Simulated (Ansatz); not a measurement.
Notes on MgS

```xyz
2
Lattice="-0.0445 2.7253 2.6883 2.6658 0.0150 2.6288 2.6692 2.6693 0.0116" Properties=species:S:1:pos:R:3 pbc="T T T"
S     2.5695    2.7154    2.6961
Mg    2.6076    5.3316    2.7252
```

Method: r2SCAN, no spin polarisation; PAW, plane waves to 500 eV, 6×6×6 Γ-centred mesh, fermi-dirac occupations (width 0.053 eV) (Ansatz 0.2.0), atoms fixed.

(1) Is there a gap, and of what kind?

(2) Which orbitals make up the band edges?

(3) Describe some of the short contacts.

(4) Is the cell too large or too small?

Origin: a strained cell with displaced atoms, so it need not be a known compound.

Answers

(1) The gap is 3.12 eV, indirect (the least direct gap found is 3.83 eV).

(2) Within 0.7 eV of the edges, the states project mainly on S p (98 %) below the gap and on Mg s (79 %) above it.

(3) S–Mg at 2.62 Å: least valence density 0.16 e/Å³ and ELF 0.06 there, a closed-shell (ionic or weak) contact. These are pseudo-fields; inside the PAW spheres they differ from the all-electron ones.

(4) The pressure is -5.5 GPa (compression positive), so with the atoms held at these fractions the cell would first shrink. The principal stresses -7.7, -4.9, -3.8 GPa differ, so its shape would change too.
